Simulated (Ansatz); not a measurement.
The system is Ru.

```xyz
2
Lattice="2.7058 0.0000 0.0000 -1.3529 2.3433 0.0000 0.0000 0.0000 4.2819" Properties=species:S:1:pos:R:3 pbc="T T T"
Ru    1.3529    0.7811    3.2114
Ru    0.0000    1.5622    1.0705
```

Below is the output of Ansatz 0.2.0 for this cell. Logs are shortened: lines on timing, memory, paths and dates and some standing lists are left out, and cuts for length are marked.

```text
Warning: RAYON_NUM_THREADS=2 ignored (pool sized by the plan → 2); use --threads N
scf.n_extra_bands = 6 over 32 filled bands (N_el = 32.0): the run solves 38 bands
Engine: ansatz 0.2.0, x86_64-unknown-linux-gnu
Pseudopotentials: kind: paw_fr
Pseudopotential: Ru, paw_fr, valence charge 16, recommended cutoff 420 eV (normal), Ru.paw.azcp#standard-fr
Functional definition: PBEsol
  exchange = pbesol_x
  correlation = pbesol_c
non-collinear run that drives no moment, with spin-orbit: no starting moment large enough to seed its density (crystal.atoms[].spin), no starting occupations that ask for one, no magnetisation constraint and no magnetic field, so the semilocal B_xc is pinned to zero
Crystal: 2 atoms, lattice volume = 27.149 Å³
Basis set: ecut = 420 eV, 537 PW (Γ), exchange–correlation on 40×40×60 points (8 copies of the dense FFT grid, shifted against one another)
Bands: 38, of which v1, the nominal top of the filled ones, is band 32 counted from 1 (31 counted from 0)
Symmetry: 24 space group operations + 24 with time reversal
Magnetic group: BNS 194.264 (UNI 1494), of the structure as read, at distance tolerance 3.0e-5 Å
k-points: 64 of 726
Projection manifold: j_resolved (fully-relativistic pseudo-atomic orbitals)
Non-local potential: Ru, projectors of the file, l = 0: 3, l = 1: 4, l = 2: 4, l = 3: 2
PAW form: soft (Blöchl's): semilocal exchange-correlation on the pseudo side does not see the compensation charge
PAW frozen core: Ru, regenerated for the run's functional, and the local potential with it (the file was generated under x = pbe(κ = 0.804, μ = 0.2195149727645171), c = pbe(β = 0.06672455060314922))
PAW one-centre angular grid: Ru, 590 points (default); XC on 64 Gauss nodes
Initial density: superposition of atomic densities (chi_scale 0.1, normalization cell)
Initial wavefunctions: pseudopotential atomic-orbital guess
Functional: x = pbesol(κ = 0.804, μ = 0.12345679012345678), c = pbesol(β = 0.046)
[... 16 lines left out ...]
Free energy (F): -11636.084603 eV
Harris-Foulkes:  -11636.084603 eV  (|F-HF|=6.59e-9)
Internal energy: -11636.068009 eV  (E = F + TS)
E sigma→0 (E₀):  -11636.076306 eV
Entropy (-TS):   -0.016594 eV (-8.297 meV/atom)
Fermi energy:    23.324404 eV
--- Per-component energies (eV) ---
  E_band       = -110.764782
  E_kinetic    = 1027.473891
  E_local      = -2515.216948  (includes V_loc(G=0)·N_el)
  E_nonlocal   = 688.602100
  E_hartree    = 805.170053
  E_xc         = -378.927058
  E_vxc        = -477.345765  (∫ρ·V_xc dr)
  E_paw        = -6801.223805  (= ΣΔE_a)
  E_vpaw       = -444.612751  (= ΣTr[D̂ρ^β])
  E_aug_tail   = -0.000426  (compensation charges beyond the density's cutoff)
  E_ewald      = -4462.455271
  E_core_change = 0.509454  (= ΣΔE_core)
  E_smearing   = -0.016594  (= −TS)
  E_closure    = 0.000000  (closes the sum)
  Σ components = -11636.084603   (vs F -11636.084603, Δ=0.00e0)
--- Forces (eV/Å), atoms counted from 1 ---
  atom   1  Ru    -0.00000000     0.00000000    -0.00000000
  atom   2  Ru     0.00000000    -0.00000000     0.00000000
  max |Σ_I F_I| component: 4.63e-18 eV/Å
--- Stress (GPa, compression-positive) ---
       -5.901767       0.000000      -0.000000
        0.000000      -5.901767      -0.000000
       -0.000000      -0.000000      -6.433827
  P = ⅓ Tr σ = -6.0791 GPa (-60.791 kbar)
--- Band table (eV; the first three rows and the last of 64) ---
  k-point 0: bands = ["-49.6639", "-49.6639", "-49.4568", "-49.4568", "-21.9587", "-21.9587", "-21.4725", "-21.4725", "-18.7812", "-18.7812", "-18.1630", "-18.1630", "-17.9801", "-17.9801", "-17.9502", "-17.9502", "15.3233", "15.3233", "17.1395", "17.1395", "20.6428", "20.6428", "20.9046", "20.9046", "20.9217", "20.9217", "21.2996", "21.2996", "21.5997", "21.5997", "21.9493", "21.9493", "22.0930", "22.0930", "24.4949", "24.4949", "24.6022", "24.6022"]
  k-point 1: bands = ["-49.6502", "-49.6502", "-49.4709", "-49.4709", "-21.9230", "-21.9230", "-21.5021", "-21.5021", "-18.7321", "-18.7321", "-18.1508", "-18.1508", "-18.0127", "-18.0127", "-17.9924", "-17.9924", "15.6308", "15.6308", "17.2377", "17.2377", "20.5132", "20.5132", "20.6868", "20.6868", "20.8239", "20.8239", "21.1466", "21.1466", "21.4118", "21.4118", "22.3583", "22.3583", "22.4546", "22.4546", "23.6472", "23.6472", "24.5211", "24.5211"]
  k-point 2: bands = ["-49.6127", "-49.6127", "-49.5092", "-49.5092", "-21.8279", "-21.8279", "-21.5850", "-21.5850", "-18.5933", "-18.5933", "-18.1782", "-18.1782", "-18.1176", "-18.1176", "-18.0261", "-18.0261", "16.4392", "16.4392", "17.4235", "17.4235", "20.4045", "20.4045", "20.4595", "20.4595", "20.6302", "20.6302", "20.8049", "20.8049", "21.0220", "21.0220", "21.8724", "21.8724", "23.1461", "23.1461", "23.2171", "23.2171", "24.3931", "24.3931"]
  k-point 63: bands = ["-49.4414", "-49.4414", "-49.4414", "-49.4414", "-21.9811", "-21.9811", "-21.9609", "-21.9609", "-18.8646", "-18.8646", "-18.6391", "-18.6391", "-18.4504", "-18.4504", "-18.2442", "-18.2442", "18.4424", "18.4424", "18.4883", "18.4883", "19.3636", "19.3636", "19.3771", "19.3771", "20.6050", "20.6050", "20.6652", "20.6652", "22.1936", "22.1936", "22.3813", "22.3813", "24.6588", "24.6588", "24.6992", "24.6992", "31.0669", "31.0669"]
```

Problem. What input gives this log?

Solution. Band structure with PBEsol, spin-orbit coupling, no magnetisation. The files as run (others can give the same):

input.yaml
```yaml
crystal:
  lattice:
    - [2.7058, 0.0, 0.0]
    - [-1.3529, 2.3432915376, 0.0]
    - [0.0, 0.0, 4.2819]
  atoms:
    - { symbol: Ru, position: [0.6666666667, 0.3333333333, 0.75] }
    - { symbol: Ru, position: [0.3333333333, 0.6666666667, 0.25] }
hamiltonian:
  xc: pbesol
  pseudopotentials: { kind: paw_fr }
magnetization:
  noncollinear: true
  spin_orbit: true
kpoints:
  mp_grid: { grid: [11, 11, 6] }
  band_path:
    path:
      - [[0.0, 0.0, 0.0], [0.5, 0.0, 0.0], [0.3333333333, 0.3333333333, 0.0], [0.0, 0.0, 0.0], [0.0, 0.0, 0.5], [0.5, 0.0, 0.5], [0.3333333333, 0.3333333333, 0.5], [0.0, 0.0, 0.5]]
      - [[0.5, 0.0, 0.5], [0.5, 0.0, 0.0]]
      - [[0.3333333333, 0.3333333333, 0.0], [0.3333333333, 0.3333333333, 0.5]]
    npoints: 14
scf:
  occupations: { method: fermi_dirac, width: 0.05 }
  n_extra_bands: 6
output:
  forces: true
  stress: true
  eigenvalues: true
  fatbands: false
```

Potentials or basis: Ansatz PAW.
Run with:
```console
$ ansatz run input.yaml --threads 2 --pin off --max-ram 5632MiB --backend cpu --events-out ev --progress --plain --runs-dir out
```

Caveat: the PAW data sets come from PBE, with cores solved anew for the run's functional, which leaves a small shift of forces and pressure.
